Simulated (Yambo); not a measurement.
# NiO (Fm-3m) in Yambo: notebook, part 2 of 2

Yambo 5.3.0. The steps go on from the part before.

## Step 4: Optical spectrum, PBE, collinear spin, ferromagnetic start

The input, optics3.in:

```
optics
chi
Chimod= "IP"
% BndsRnXd
 1 | 27 |
%
% LongDrXd
 0 | 0 | 1 |
%
% QpntsRXd
 1 | 1 |
%
% EnRngeXd
 0 | 10 | eV
%
% DmRngeXd
 0.1 | 0.1 | eV
%
ETStpsXd= 300
```

The input, scf.in:

```
&CONTROL
  calculation = 'scf'
  prefix = 'pwscf'
  outdir = './tmp'
  pseudo_dir = './pseudo'
/
&SYSTEM
  ibrav = 0
  nat = 2
  ntyp = 2
  ecutwfc = 103
  nbnd = 22
  occupations = 'smearing'
  smearing = 'fd'
  degauss = 0.00367493
  nspin = 2
  starting_magnetization(1) = 0.0556
  starting_magnetization(2) = 0
  force_symmorphic = .true.
/
&ELECTRONS
  conv_thr = 4d-10
  electron_maxstep = 120
  mixing_beta = 0.3
/
ATOMIC_SPECIES
Ni    58.6934 Ni.upf
O     15.9990 O.upf
CELL_PARAMETERS bohr
   0.0000000000    3.9417828252    3.9417828252
   3.9417828252    0.0000000000    3.9417828252
   3.9417828252    3.9417828252    0.0000000000
ATOMIC_POSITIONS bohr
Ni     0.0000000000    0.0000000000    0.0000000000
O      3.9417828252    3.9417828252    3.9417828252
K_POINTS automatic
12 12 12 0 0 0
```

The input, nscf.in:

```
&CONTROL
  calculation = 'nscf'
  prefix = 'pwscf'
  outdir = './tmp'
  pseudo_dir = './pseudo'
/
&SYSTEM
  ibrav = 0
  nat = 2
  ntyp = 2
  ecutwfc = 103
  nbnd = 32
  occupations = 'smearing'
  smearing = 'fd'
  degauss = 0.00367493
  nspin = 2
  starting_magnetization(1) = 0.0556
  starting_magnetization(2) = 0
  force_symmorphic = .true.
/
&ELECTRONS
  conv_thr = 1d-08
  diago_full_acc = .true.
  diago_thr_init = 1d-06
/
ATOMIC_SPECIES
Ni    58.6934 Ni.upf
O     15.9990 O.upf
CELL_PARAMETERS bohr
   0.0000000000    3.9417828252    3.9417828252
   3.9417828252    0.0000000000    3.9417828252
   3.9417828252    3.9417828252    0.0000000000
ATOMIC_POSITIONS bohr
Ni     0.0000000000    0.0000000000    0.0000000000
O      3.9417828252    3.9417828252    3.9417828252
K_POINTS automatic
8 8 8 0 0 0
```

Potentials or basis: Ansatz NC SR PBE.

The run is started by

```console
OMP_NUM_THREADS=1 pw.x -in scf.in > scf.out
OMP_NUM_THREADS=1 pw.x -in nscf.in > nscf.out
cd tmp/pwscf.save; p2y; mv SAVE ../..; cd ../..
OMP_NUM_THREADS=1 yambo
OMP_NUM_THREADS=1 yambo -F optics3.in -J optics3 -C optics3_out
```

Yambo's report:

```text
[... set-up lines left out ...]
   Fragmentation                                    : yes
   Electronic Temperature                           :  300.1000 [K]
   Bosonic    Temperature                           :  300.1000 [K]
   DIP band range                                   :   1  27
   DIP band range limits                            :  13  12
   DIP e/h energy range                             : -1.000000 -1.000000 [eV]
   RL vectors in the sum                            :  2837
   [r,Vnl] included                                 : yes
   Bands ordered                                    : yes
   Direct v evaluation                              : no
   Approach used                                    : G-space v
   Dipoles computed                                 : R V P [G-space]
   Wavefunctions                                    : Perdew, Burke & Ernzerhof(X)+Perdew, Burke & Ernzerhof(C)

  [WARNING] [r,Vnl^pseudo] included in position and velocity dipoles.

  [WARNING] In case H contains other non local terms, these are neglected

 [05] Optics
 ===========

 [X-CG] R(p) Tot o/o(of R):    4663  202040     100

 [WARNING] The system is a metal but Drude term not included.
```

o-optics3.eps_q1_ip:

```text
# Absorption @ Q(1):   0.00000000      0.00000000      1.00000000    [q->0 direction]
#
# [ X ] Hartree size                              :  1
# [GEN] GF Energies                               : Perdew, Burke & Ernzerhof(X)+Perdew, Burke & Ernzerhof(C)
# [GEN] Green`s Function                          : Retarded
#
# [GEN] Gauge                                     : Length
# [GEN] [r,Vnl] included                          : yes
#
#    E[1] [eV]          Im(eps)            Re(eps)
#
        0.000000           0.16051E-13        647.8494
        0.033445           335.5801           476.3202
        0.066890           400.8633           194.0115
        0.100334           315.4051           26.02478
        0.133779           218.7833          -37.77869
        0.167224           148.5541          -52.54297
[... 292 lines left out ...]
        9.966555           0.594591           2.916482
        10.00000           0.566920           3.042761
#
```

It took 4.3 min on 1 thread of Arm Neoverse V1, shared host; peak memory 0.24 GiB.

What came out:

| Property | Result |
| --- | --- |
| Band gap on the k mesh, mean-field level | none (metal or under the smearing width) |
| Net moment | 0.00 μB per cell |

Dielectric function (along the field direction of the input):
| energy (eV) | real part | imaginary part |
| --- | --- | --- |
| 0.27 | -30.58 | 54.17 |
| 0.60 | 5.78 | 45.74 |
| 0.94 | -2.45 | 17.93 |
| 1.27 | -5.12 | 8.78 |
| 1.61 | -1.61 | 9.24 |
| 1.94 | -4.25 | 4.38 |
| 2.27 | -2.14 | 3.00 |
| 2.61 | -0.24 | 0.68 |
| 2.94 | 1.42 | 0.43 |
| 3.28 | 2.95 | 0.74 |
| 3.61 | 1.53 | 1.44 |
| 3.95 | 2.55 | 0.51 |
| 4.28 | 3.72 | 0.77 |
| 4.62 | 3.29 | 1.57 |
| 4.95 | 4.31 | 1.28 |
| 5.28 | 3.60 | 1.98 |
| 5.62 | 3.81 | 2.11 |
| 5.95 | 3.73 | 3.93 |
| 6.29 | 2.99 | 3.73 |
| 6.62 | 1.76 | 3.45 |
| 6.96 | 2.34 | 3.21 |
| 7.29 | 1.71 | 2.69 |
| 7.63 | 1.21 | 2.39 |
| 7.96 | 1.35 | 2.14 |
| 8.29 | 1.51 | 1.61 |
| 8.63 | 2.44 | 1.66 |
| 8.96 | 1.58 | 2.66 |
| 9.30 | 1.77 | 1.32 |
| 9.63 | 2.04 | 1.14 |
| 10.00 | 3.04 | 0.57 |

Caveat: the intraband (Drude) term of the metal is left out; the ground state has no gap, which makes the many-body step unreliable; spectra need much finer meshes, so this one isn't converged; independent-particle spectra lack excitons; semilocal functionals often make such compounds metallic where correlation or magnetic order opens a gap, which also shifts bond lengths.

## Step 5: Optical spectrum, PBE, collinear spin, ferromagnetic start

The input, optics4.in:

```
optics
chi
Chimod= "HARTREE"
% BndsRnXd
 1 | 27 |
%
NGsBlkXd= 1 Ry
% LongDrXd
 1 | 1 | 0 |
%
% QpntsRXd
 1 | 1 |
%
% EnRngeXd
 0 | 20 | eV
%
% DmRngeXd
 0.3 | 0.3 | eV
%
ETStpsXd= 300
```

scf.in is that of step 4.

nscf.in is that of step 4.

Potentials or basis: Ansatz NC SR PBE.

The run is started by

```console
OMP_NUM_THREADS=1 pw.x -in scf.in > scf.out
OMP_NUM_THREADS=1 pw.x -in nscf.in > nscf.out
cd tmp/pwscf.save; p2y; mv SAVE ../..; cd ../..
OMP_NUM_THREADS=1 yambo
OMP_NUM_THREADS=1 yambo -F optics4.in -J optics4 -C optics4_out
```

Yambo's report:

```text
[... set-up lines left out ...]
   Fragmentation                                    : yes
   Electronic Temperature                           :  300.1000 [K]
   Bosonic    Temperature                           :  300.1000 [K]
   DIP band range                                   :   1  27
   DIP band range limits                            :  13  12
   DIP e/h energy range                             : -1.000000 -1.000000 [eV]
   RL vectors in the sum                            :  2837
   [r,Vnl] included                                 : yes
   Bands ordered                                    : yes
   Direct v evaluation                              : no
   Approach used                                    : G-space v
   Dipoles computed                                 : R V P [G-space]
   Wavefunctions                                    : Perdew, Burke & Ernzerhof(X)+Perdew, Burke & Ernzerhof(C)

  [WARNING] [r,Vnl^pseudo] included in position and velocity dipoles.

  [WARNING] In case H contains other non local terms, these are neglected

 [05] Optics
 ===========

 [X-CG] R(p) Tot o/o(of R):    4663  202040     100

 [WARNING] The system is a metal but Drude term not included.
```

o-optics4.eps_q1_inv_rpa_dyson:

```text
# Absorption @ Q(1):  0.707106781     0.707106781      0.00000000    [q->0 direction]
#
# [ X ] Hartree size                              :   9
# [GEN] GF Energies                               : Perdew, Burke & Ernzerhof(X)+Perdew, Burke & Ernzerhof(C)
# [GEN] Green`s Function                          : Retarded
#
# [GEN] Gauge                                     : Length
# [GEN] [r,Vnl] included                          : yes
#
#    E[1] [eV]          Im(eps)            Re(eps)            Im(eps_o)          Re(eps_o)
#
        0.000000           0.202847E-6        91.85526           0.21000E-14        91.86327
        0.066890           29.51608           82.28517           29.51762           82.29277
        0.133779           45.93852           61.06195           45.94110           61.06866
        0.200669           48.68672           40.61991           48.68989           40.62571
        0.267559           44.43504           26.64296           44.43869           26.64794
        0.334448           38.73987           18.67567           38.74401           18.67970
[... 292 lines left out ...]
        19.93311           1.028247           0.282319           1.189089           0.213490
        20.00000           1.021249           0.319881           1.201969           0.232109
#
```

It took 4.4 min on 1 thread of Arm Neoverse V1, shared host; peak memory 0.43 GiB.

What came out:

```yaml
Band_gap_on_the_k_mesh_mean-field_level: none (metal or under the smearing width)
Net_moment: 0.00 μB per cell
```

Dielectric function (along the field direction of the input):
| energy (eV) | real part | imaginary part |
| --- | --- | --- |
| 0.27 | 26.64 | 44.44 |
| 1.27 | -1.36 | 10.92 |
| 2.34 | -0.77 | 2.85 |
| 3.34 | 2.45 | 1.46 |
| 4.41 | 3.49 | 1.38 |
| 5.42 | 3.69 | 2.34 |
| 6.49 | 2.51 | 3.22 |
| 7.49 | 1.75 | 2.61 |
| 8.56 | 2.09 | 1.75 |
| 9.57 | 2.23 | 1.28 |
| 10.64 | 3.61 | 2.76 |
| 11.64 | 2.06 | 3.37 |
| 12.71 | 0.57 | 2.69 |
| 13.71 | 0.95 | 2.30 |
| 14.78 | 1.39 | 1.73 |
| 15.79 | 1.11 | 2.46 |
| 16.86 | 0.69 | 3.00 |
| 17.86 | -0.52 | 1.85 |
| 18.93 | 0.12 | 1.31 |
| 20.00 | 0.32 | 1.02 |

Caveat: the intraband (Drude) term of the metal is left out; the ground state has no gap, which makes the many-body step unreliable; spectra need much finer meshes, so this one isn't converged; these spectra lack excitons; semilocal functionals often make such compounds metallic where correlation or magnetic order opens a gap, which also shifts bond lengths.

## Step 6: Summary

```tsv
direction of the field or of q to 0	broadening	kernel	top of the energy range	energy points	gap on the mesh (eV)	moment (μB)
x + y + z	0.1 eV	none (independent particles)	30 eV	200	none	0.00
x + y + z	0.3 eV	Hartree (RPA with local fields)	15 eV	200	none	0.00
z	0.1 eV	none (independent particles)	10 eV	300	none	0.00
x + y	0.3 eV	Hartree (RPA with local fields)	20 eV	300	none	0.00
```

Alike in all rows: task optical spectrum; level PBE; potentials or basis Ansatz NC SR PBE; spin collinear, ferromagnetic start; cell as given; k mesh 8 × 8 × 8; cutoff (eV) 1401; smearing fermi-dirac 0.05 eV.

Every run on the cell as given and a fine mesh finds a metal.

Caveats: the intraband (Drude) term of the metal is left out; the ground state has no gap, which makes the many-body step unreliable; spectra need much finer meshes, so this one isn't converged; semilocal functionals often make such compounds metallic where correlation or magnetic order opens a gap, which also shifts bond lengths; independent-particle spectra lack excitons (some runs); these spectra lack excitons (some runs).

Total energies depend on the potentials used, so only differences within one code and one set of settings carry meaning.

## Step 7: How close it comes

Step 2. A measured gap of NiO is 4.3 eV (quoted in “Local correlations, non-local screening, multiplets, and band formation in NiO”, 2012, arxiv:1210.6675); the calculated 0.00 eV misses it by -4.30 eV. So large a miss can be the level of theory's own, or it may mean another phase, state or a wrong row. The value is that of PBE on a finite k mesh, which can miss the band edges, without temperature or zero-point motion. Semilocal functionals fall short of measured gaps as a rule.

Step 3. Measured gap of NiO: 4.3 eV (quoted in “Local correlations, non-local screening, multiplets, and band formation in NiO”, 2012, arxiv:1210.6675). This calculation gives 0.00 eV (-4.30 eV). So large a miss can be the level of theory's own, or it may mean another phase, state or a wrong row. The value is that of PBE on a finite k mesh, which can miss the band edges, without temperature or zero-point motion. Semilocal functionals fall short of measured gaps as a rule.

Step 4. A measured gap of NiO is 4.3 eV (quoted in “Local correlations, non-local screening, multiplets, and band formation in NiO”, 2012, arxiv:1210.6675); the calculated 0.00 eV misses it by -4.30 eV. So large a miss can be the level of theory's own, or it may mean another phase, state or a wrong row. The value is that of PBE on a finite k mesh, which can miss the band edges, without temperature or zero-point motion. Semilocal functionals fall short of measured gaps as a rule.

Step 5. Against the measured gap of NiO, 4.3 eV (quoted in “Local correlations, non-local screening, multiplets, and band formation in NiO”, 2012, arxiv:1210.6675), the calculated 0.00 eV is off by -4.30 eV. So large a miss can be the level of theory's own, or it may mean another phase, state or a wrong row. The value is that of PBE on a finite k mesh, which can miss the band edges, without temperature or zero-point motion. Semilocal functionals fall short of measured gaps as a rule.
